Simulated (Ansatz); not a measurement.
# Si2Ge3: the cost of one run

Program: Ansatz 0.2.0. Level of theory: DFT PBE, scalar-relativistic, plane waves, PAW. These are calculated values, not measurements.

### Step 1. Starting point

The structure is tetragonal, space group I4/mmm (No. 139). The conventional cell has a = 2.922 Å, b = 2.922 Å, c = 20.665 Å, α = 90.00°, β = 90.00°, γ = 90.00°. Around Si (site symmetry 4mm) lie 4 Ge at 2.92 Å and 8 Si at 2.92 Å. Ge (site symmetry 4mm) has 4 Si at 2.92 Å and 8 Ge at 2.92 Å as nearest neighbours. Ge (site symmetry 4/mmm) is surrounded by 12 Ge at 2.92 Å.

Coordinates:

```
Si Ge
1.0
    -1.46122    1.46122   10.33238
     1.46122   -1.46122   10.33238
     1.46122    1.46122  -10.33238
Si Ge
2 3
Direct
  0.70000 0.70000 0.00000
  0.30000 0.30000 0.00000
  0.10000 0.10000 0.00000
  0.50000 0.50000 0.00000
  0.90000 0.90000 0.00000
```

The start is an ordering of an alloy on its end members' structure types: elements ordered on the sites of the Fe type, Si/Ge on Fe (I4/mmm, No. 139).

### Step 2. The guess as it stands, on a coarse mesh

Input file input.yaml:

```yaml
crystal:
  lattice:
    - [-1.46121909, 1.46121909, 10.33237925]
    - [1.46121909, -1.46121909, 10.33237925]
    - [1.46121909, 1.46121909, -10.33237925]
  atoms:
    - { symbol: Si, position: [0.7, 0.7, 0.0] }
    - { symbol: Si, position: [0.3, 0.3, 0.0] }
    - { symbol: Ge, position: [0.1, 0.1, 0.0] }
    - { symbol: Ge, position: [0.5, 0.5, 0.0] }
    - { symbol: Ge, position: [0.9, 0.9, 0.0] }
basis:
  ecutwfc: 420
kpoints:
  mp_grid: { grid: [8, 8, 8] }
hamiltonian:
  xc: pbe
scf:
  occupations: { method: gaussian, width: 0.1 }
  lower_state_search: "off"
output:
  forces: true
  stress: true
  eigenvalues: true
```

Launch:

```bash
$ ansatz run input.yaml --threads 1 --pin off --max-ram 2560MiB --backend cpu --events-out ev --progress --plain --runs-dir out
```

Q: Estimate wall time and peak memory on 1 thread of Arm Neoverse V1, shared host.

About 12 s, with a peak of 0.41 GiB.
